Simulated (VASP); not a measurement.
CdS (a cell with a defect), 32 atoms in the cell. The cell holds a defect, 32 atoms: a = 8.300 Å, b = 8.300 Å, c = 13.474 Å, α = 90.00°, β = 90.00°, γ = 120.00°.  The cell isn't the ideal one: grid = ENCUT=650 dk=0.35 cell=2x2x2 ISMEAR=0 SIGMA=0.05 LREAL=Auto EDIFF=1e-07.

| Property | Result |
| --- | --- |
| Program | VASP 6.6.1 |
| Task | single point |
| Functional | LDA |
| Potentials or basis | VASP PAW LDA potentials, release 64 (S, Cd) |
| Cutoff | 650 eV |
| k mesh | 3 × 3 × 2 |
| Occupations | gaussian, width 0.05 eV |
| Spin | no spin polarisation |
| Further INCAR settings | LREAL = Auto; ALGO = Fast; EDIFF = 1e-07; NBANDS = 154 |

Potentials or basis: VASP PAW LDA potentials, release 64 (S, Cd).

Command:

```sh
$ cat potpaw_LDA.64/S/POTCAR potpaw_LDA.64/Cd/POTCAR > POTCAR
$ mpirun -np 1 vasp_std > vasp.out
```

Hardware: 1 thread of Intel(R) Xeon(R) 6975P-C (Granite Rapids), with other jobs on the host.

Question: Estimate the wall time of this run.

Answer: Run time: 21 min on 1 thread of Intel(R) Xeon(R) 6975P-C (Granite Rapids), with other jobs on the host, peak memory 1.1 GiB. Counts: scf iterations 19, k points 6.
